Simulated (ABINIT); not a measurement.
# MgO (P6_3mc) in ABINIT: equation of state

Aim: energy against volume of MgO in PBE, for its equilibrium volume and stiffness.

Program: ABINIT 10.8.3 (patched build). These are calculated values, not measurements. Logs are shortened: lines on timing, memory, paths and dates and some standing lists are left out, and cuts for length are marked. The log counts tension as positive stress, the text compression.

## Step 1: Starting point

It takes space group P6_3mc (No. 186, hexagonal). The conventional cell has a = 3.308 Å, b = 3.308 Å, c = 4.983 Å, α = 90.00°, β = 90.00°, γ = 120.00°. Around Mg (site symmetry 3m) lie 4 O at 1.97 to 1.99 Å. O (site symmetry 3m) has 4 Mg at 1.97 to 1.99 Å as nearest neighbours.

Measurements of this composition are mostly on another form, of space group No. 225.

## Step 2: Equation of state, PBE

run.abi

```
# Datasets: one volume each
ndtset 7
getwfk -1
scalecart1 3*0.9795861087
scalecart2 3*0.9864848297
scalecart3 3*0.9932883884
scalecart4 3*1.0000000000
scalecart5 3*1.0066227096
scalecart6 3*1.0131594038
scalecart7 3*1.0196128224

# Pseudopotentials
pp_dirpath "./"
pseudos "Mg.GGA_PBE-JTH.xml, O.GGA_PBE-JTH.xml"

# Structure
acell 3.3077869865 3.3077869865 4.98288167 Angstrom
rprim
     1.0000000000     0.0000000000     0.0000000000
    -0.5000000000     0.8660254038     0.0000000000
     0.0000000000     0.0000000000     1.0000000000
ntypat 2
znucl 12 8
natom 4
typat 1 1 2 2
xred
     0.6666666667     0.3333333333     0.5021597400
     0.3333333333     0.6666666667     0.0021597400
     0.6666666667     0.3333333333     0.9024402600
     0.3333333333     0.6666666667     0.4024402600

# Plane-wave basis
ecut 23.0
pawecutdg 45.0

# k points
kptopt 1
ngkpt 9 9 6
nshiftk 1
shiftk 0.0 0.0 0.0

# Exchange and correlation
ixc 11

# Bands and occupations
nband 20
occopt 3
tsmear 0.05 eV

# SCF cycle
nstep 100
tolvrs 1.0e-9

# Output
iomode 3
prtwf 1
prtden 0
prteig 0
prtebands 0
enunit 1
```

Potentials or basis: JTH PAW PBE v2.0.

The run is started by

```
$ abinit run.abi > log 2>&1
```

run.abo:

```text
.Version 10.8.3 of ABINIT
 DATASET    1 : space group P6_3 m c (#186); Bravais hP (primitive hexag.)
================================================================================
 Values of the parameters that define the memory need for DATASET  1.
     intxc =       0    ionmov =       0      iscf =      17    lmnmax =       8
     lnmax =       4     mgfft =      40  mpssoang =       2    mqgrid =    3001
     natom =       4  nloc_mem =       2    nspden =       1   nspinor =       1
    nsppol =       1      nsym =      12    n1xccc =       1    ntypat =       2
    occopt =       3   xclevel =       2
       mpw =        1604          nfft =       36000          nkpt =          48
 PAW method is used; the additional fine FFT grid is defined by:
   mgfftf=        60    nfftf =     96000
================================================================================
================================================================================
[... 71 lines left out ...]
 DATASET    7 : space group P6_3 m c (#186); Bravais hP (primitive hexag.)
================================================================================
 Values of the parameters that define the memory need for DATASET  7.
     intxc =       0    ionmov =       0      iscf =      17    lmnmax =       8
     lnmax =       4     mgfft =      45  mpssoang =       2    mqgrid =    3001
     natom =       4  nloc_mem =       2    nspden =       1   nspinor =       1
    nsppol =       1      nsym =      12    n1xccc =       1    ntypat =       2
    occopt =       3   xclevel =       2
       mpw =        1796          nfft =       40500          nkpt =          48
 PAW method is used; the additional fine FFT grid is defined by:
   mgfftf=        60    nfftf =     96000
================================================================================
================================================================================

--------------------------------------------------------------------------------
------------- Echo of variables that govern the present computation ------------
--------------------------------------------------------------------------------
 -outvars: echo values of preprocessed input variables --------
            acell      6.2508114873E+00  6.2508114873E+00  9.4162816741E+00 Bohr
              amu      2.43050000E+01  1.59994000E+01
             ecut      2.30000000E+01 Hartree
           enunit           1
           getwfk          -1
              ixc          11
           jdtset        1    2    3    4    5    6    7
         kptrlatt        9    0    0      0    9    0      0    0    6
          kptrlen1     5.51088729E+01
          kptrlen2     5.54969764E+01
          kptrlen3     5.58797262E+01
          kptrlen4     5.62573034E+01
          kptrlen5     5.66298792E+01
          kptrlen6     5.69976160E+01
          kptrlen7     5.73606679E+01
            natom           4
            nband          20
           ndtset           7
            ngfft1         30      30      40
            ngfft2         30      30      45
            ngfft3         30      30      45
            ngfft4         30      30      45
            ngfft5         30      30      45
            ngfft6         30      30      45
            ngfft7         30      30      45
          ngfftdg          40      40      60
             nkpt          48
            nstep         100
             nsym          12
           ntypat           2
           occopt           3
        pawecutdg      4.50000000E+01 Hartree
         pawxcdev           0
           prtden           0
        prtebands           0
           prteig           0
            rprim1     9.7958610870E-01  0.0000000000E+00  0.0000000000E+00
                      -4.8979305435E-01  8.4834645534E-01  0.0000000000E+00
                       0.0000000000E+00  0.0000000000E+00  9.7958610870E-01
            rprim2     9.8648482970E-01  0.0000000000E+00  0.0000000000E+00
                      -4.9324241485E-01  8.5432092298E-01  0.0000000000E+00
                       0.0000000000E+00  0.0000000000E+00  9.8648482970E-01
            rprim3     9.9328838840E-01  0.0000000000E+00  0.0000000000E+00
                      -4.9664419420E-01  8.6021297765E-01  0.0000000000E+00
                       0.0000000000E+00  0.0000000000E+00  9.9328838840E-01
            rprim4     1.0000000000E+00  0.0000000000E+00  0.0000000000E+00
                      -5.0000000000E-01  8.6602540380E-01  0.0000000000E+00
                       0.0000000000E+00  0.0000000000E+00  1.0000000000E+00
            rprim5     1.0066227096E+00  0.0000000000E+00  0.0000000000E+00
                      -5.0331135480E-01  8.7176083856E-01  0.0000000000E+00
                       0.0000000000E+00  0.0000000000E+00  1.0066227096E+00
            rprim6     1.0131594038E+00  0.0000000000E+00  0.0000000000E+00
                      -5.0657970190E-01  8.7742178179E-01  0.0000000000E+00
                       0.0000000000E+00  0.0000000000E+00  1.0131594038E+00
            rprim7     1.0196128224E+00  0.0000000000E+00  0.0000000000E+00
                      -5.0980641120E-01  8.8301060624E-01  0.0000000000E+00
                       0.0000000000E+00  0.0000000000E+00  1.0196128224E+00
          spgroup         186
           tolvrs      1.00000000E-09
           tsmear      1.83746611E-03 Hartree
            typat      1  1  2  2
           useylm           1
           xangst1     1.6201310913E+00  9.3538312168E-01  2.4511228727E+00
                      -1.6149361562E-16  1.8707662434E+00  1.0542040095E-02
                       1.6201310913E+00  9.3538312168E-01  4.4049568023E+00
                      -1.6149361562E-16  1.8707662434E+00  1.9643759697E+00
           xangst2     1.6315408410E+00  9.4197054378E-01  2.4683848701E+00
                      -8.9774114280E-17  1.8839410876E+00  1.0616282260E-02
                       1.6315408410E+00  9.4197054378E-01  4.4359786468E+00
                      -8.9774114280E-17  1.8839410876E+00  1.9782100590E+00
           xangst3     1.6427932025E+00  9.4846709770E-01  2.4854087521E+00
                      -3.4723496579E-16  1.8969341954E+00  1.0689500314E-02
                       1.6427932025E+00  9.4846709770E-01  4.4665725700E+00
                      -3.4723496579E-16  1.8969341954E+00  1.9918533182E+00
           xangst4     1.6538934932E+00  9.5487585356E-01  2.5022025639E+00
                      -2.4482541820E-16  1.9097517071E+00  1.0761728858E-02
                       1.6538934932E+00  9.5487585356E-01  4.4967530298E+00
                      -2.4482541820E-16  1.9097517071E+00  2.0053121948E+00
           xangst5     1.6648467496E+00  9.6119971904E-01  2.5187739248E+00
[... 24 lines left out ...]
                      -4.6265298905E-16  3.6089076949E+00  2.0336720183E-02
                       3.1254057437E+00  1.8044538475E+00  8.4976316822E+00
                      -4.6265298905E-16  3.6089076949E+00  3.7894908452E+00
            xcart5     3.1461043983E+00  1.8164042213E+00  4.7597928909E+00
                      -9.9726896582E-18  3.6328084426E+00  2.0471404375E-02
                       3.1461043983E+00  1.8164042213E+00  8.5539090291E+00
                      -9.9726896582E-18  3.6328084426E+00  3.8145875426E+00
            xcart6     3.1665342199E+00  1.8281993843E+00  4.7907015028E+00
                      -1.1718530664E-16  3.6563987686E+00  2.0604339296E-02
                       3.1665342199E+00  1.8281993843E+00  8.6094554489E+00
                      -1.1718530664E-16  3.6563987686E+00  3.8393582854E+00
            xcart7     3.1867037714E+00  1.8398442803E+00  4.8212163478E+00
                       1.4556944010E-16  3.6796885606E+00  2.0735580664E-02
                       3.1867037714E+00  1.8398442803E+00  8.6642942232E+00
                       1.4556944010E-16  3.6796885606E+00  3.8638134561E+00
             xred      6.6666666667E-01  3.3333333333E-01  5.0215974000E-01
                       3.3333333333E-01  6.6666666667E-01  2.1597400000E-03
                       6.6666666667E-01  3.3333333333E-01  9.0244026000E-01
                       3.3333333333E-01  6.6666666667E-01  4.0244026000E-01
            znucl       12.00000    8.00000

================================================================================

 chkinp: Checking input parameters for consistency, jdtset=   1.

 chkinp: Checking input parameters for consistency, jdtset=   2.
[... 40 lines left out ...]
 getcut: wavevector=  0.0000  0.0000  0.0000  ngfft=  40  40  60
         ecut(hartree)=     45.000   => boxcut(ratio)=   2.15406

--- Pseudopotential description ------------------------------------------------
- pspini: atom type   1  psp file is ./Mg.GGA_PBE-JTH.xml
 Pseudopotential format is: paw10
 basis_size (lnmax)=  4 (lmn_size=  8), orbitals=   0   0   1   1
 Spheres core radius: rc_sph= 1.90157919
 Shapefunction is SIN type: shapef(r)=[sin(pi*r/rshp)/(pi*r/rshp)]**2
 Radius for shape functions =  1.70710089
 Compensation charge density is not taken into account in XC energy/potential

- pspini: atom type   2  psp file is ./O.GGA_PBE-JTH.xml
 Pseudopotential format is: paw10
 basis_size (lnmax)=  4 (lmn_size=  8), orbitals=   0   0   1   1
 Spheres core radius: rc_sph= 1.41465230
 Shapefunction is SIN type: shapef(r)=[sin(pi*r/rshp)/(pi*r/rshp)]**2
 Radius for shape functions =  1.20231231
 Compensation charge density is not taken into account in XC energy/potential

   1.03627723E+03                                ecore*ucvol(ha*bohr**3)
--------------------------------------------------------------------------------

[... 1347 lines left out ...]
-Cartesian components of stress tensor (GPa)         [Pressure= -3.3419E+00 GPa]
- sigma(1 1)=  3.74030893E+00  sigma(3 2)=  0.00000000E+00
- sigma(2 2)=  3.74030892E+00  sigma(3 1)=  0.00000000E+00
- sigma(3 3)=  2.54516747E+00  sigma(2 1)=  0.00000000E+00

== END DATASET(S) ==============================================================
================================================================================

 -outvars: echo values of variables after computation  --------
            acell      6.2508114873E+00  6.2508114873E+00  9.4162816741E+00 Bohr
           etotal1    -1.5967288920E+02
           etotal2    -1.5967523563E+02
           etotal3    -1.5967690282E+02
           etotal4    -1.5967795136E+02
           etotal5    -1.5967844073E+02
           etotal6    -1.5967842378E+02
           etotal7    -1.5967794610E+02
            fcart1     8.7948839193E-29  5.0777285982E-29 -1.2332363849E-03
                       8.7948839193E-29  5.0777285982E-29 -1.2332363849E-03
                      -2.6384651758E-28 -1.5233185795E-28  1.2332363849E-03
                       8.7948839193E-29  5.0777285982E-29  1.2332363849E-03
            fcart2    -3.4933516890E-28 -2.0168875380E-28 -7.8771740129E-04
                       3.4933516890E-28  2.0168875380E-28 -7.8771740129E-04
                      -3.4933516890E-28 -2.0168875380E-28  7.8771740129E-04
                       3.4933516890E-28  2.0168875380E-28  7.8771740129E-04
            fcart3    -1.7347119358E-28 -1.0015364031E-28 -3.6365072240E-04
                      -1.7347119358E-28 -1.0015364031E-28 -3.6365072240E-04
[... 66 lines left out ...]
                      -2.4482541820E-16  1.9097517071E+00  1.0761728858E-02
                       1.6538934932E+00  9.5487585356E-01  4.4967530298E+00
                      -2.4482541820E-16  1.9097517071E+00  2.0053121948E+00
           xangst5     1.6648467496E+00  9.6119971904E-01  2.5187739248E+00
                      -5.2773200949E-18  1.9223994381E+00  1.0833000663E-02
                       1.6648467496E+00  9.6119971904E-01  4.5265337193E+00
                      -5.2773200949E-18  1.9223994381E+00  2.0185927951E+00
           xangst6     1.6756577456E+00  9.6744145049E-01  2.5351300578E+00
                      -6.2011793684E-17  1.9348829010E+00  1.0903346794E-02
                       1.6756577456E+00  9.6744145049E-01  4.5559276187E+00
                      -6.2011793684E-17  1.9348829010E+00  2.0317009077E+00
           xangst7     1.6863310126E+00  9.7360366409E-01  2.5512778184E+00
                       7.7032030254E-17  1.9472073282E+00  1.0972796735E-02
                       1.6863310126E+00  9.7360366409E-01  4.5849470484E+00
                       7.7032030254E-17  1.9472073282E+00  2.0446420268E+00
             xred      6.6666666667E-01  3.3333333333E-01  5.0215974000E-01
                       3.3333333333E-01  6.6666666667E-01  2.1597400000E-03
                       6.6666666667E-01  3.3333333333E-01  9.0244026000E-01
                       3.3333333333E-01  6.6666666667E-01  4.0244026000E-01
 Calculation completed.
```

Wall time 5.8 min (1 thread of Arm Neoverse V1, shared host); peak memory 0.17 GiB.

What came out:

```yaml
Equilibrium_volume: 12.15 Å³/atom
Bulk_modulus_at_fixed_shape_and_positions: 115 GPa
Pressure_derivative_of_the_bulk_modulus: 4.0
```

Energy against volume, from the lowest point:
```tsv
volume (Å³/atom)	energy (meV/atom)
11.096	37.77
11.332	21.80
11.568	10.46
11.804	3.33
12.040	0.00
12.276	0.12
12.512	3.36
```

Caveat: pressures at fixed basis lie under the slope of the energies; the cell was scaled at fixed shape and fractional positions, which overstates the stiffness of a crystal with free parameters, most of all of layers and chains.
